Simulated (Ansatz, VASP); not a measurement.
**CdS in VASP and in Ansatz**

POSCAR

```
CdS
1.0
    0.0000000000      2.7042729036      2.7042729036
    2.7042729036      0.0000000000      2.7042729036
    2.7042729036      2.7042729036      0.0000000000
Cd S
1 1
Direct
    0.0000000000      0.0000000000      0.0000000000
    0.5000000000      0.5000000000      0.5000000000
```

File INCAR.step1:

```
SYSTEM = CdS
PREC = Accurate
ENCUT = 520
ISMEAR = 0
SIGMA = 0.05
LREAL = .FALSE.
LASPH = .TRUE.
NELM = 100
NBANDS = 16
GGA = PE
ALGO = Normal
EDIFF = 1E-4
LWAVE = .TRUE.
LCHARG = .FALSE.
```

File INCAR.step2:

```
SYSTEM = CdS
PREC = Accurate
ENCUT = 520
EDIFF = 1E-6
ISMEAR = 0
SIGMA = 0.05
LREAL = .FALSE.
LASPH = .TRUE.
NELM = 100
ALGO = Normal
ISIF = 2
LWAVE = .FALSE.
LCHARG = .FALSE.
METAGGA = R2SCAN
LMIXTAU = .TRUE.
NBANDS = 16
ISTART = 1
```

File KPOINTS:

```
regular mesh
0
G
  8 8 8
  0 0 0
```

Input for Ansatz:

```yaml
crystal:
  lattice:
    - [0.0, 2.7042729036, 2.7042729036]
    - [2.7042729036, 0.0, 2.7042729036]
    - [2.7042729036, 2.7042729036, 0.0]
  atoms:
    - { symbol: Cd, position: [0.0, 0.0, 0.0] }
    - { symbol: S, position: [0.5, 0.5, 0.5] }
basis:
  ecutwfc: 500
kpoints:
  mp_grid: { grid: [8, 8, 8] }
hamiltonian:
  xc: r2scan
scf:
  occupations: { method: gaussian, width: 0.05 }
output:
  forces: true
  stress: true
  eigenvalues: true
```

Change from the starting cell: mode 4 frozen in at +0.000 Å, equal normal strain along x, y and z -0.0083.

Alike in both runs: task single point; functional r2SCAN; k mesh 8 × 8 × 8; occupations gaussian, width 0.05 eV; no spin polarisation.

|  | VASP | Ansatz |
| --- | --- | --- |
| version | VASP 6.6.1 | Ansatz 0.2.0 |
| potentials or method | VASP PAW PBE potentials, release 64 (Cd, S) | scalar-relativistic, plane waves, PAW |
| plane-wave cutoff (eV) | 520 | 500 |
| valence electrons in the cell | 18 | 26 |

|  | VASP | Ansatz | Ansatz less VASP |
| --- | --- | --- | --- |
| gap on the k mesh at the Fermi level (eV) | 0.73 | 0.75 | +0.019 |
| least direct gap on the mesh (eV) | 2.54 | 2.57 | +0.036 |
| pressure (GPa) | 2.7 | 2.2 | -0.53 |

With one functional, cell and mesh, what is left measures potentials, basis and numerics. The two sets of potentials don't hold the same shells in valence.

Caveats: the PAW data sets were made with another functional, which shifts forces and pressure a little (VASP). A k mesh can miss the band edges.
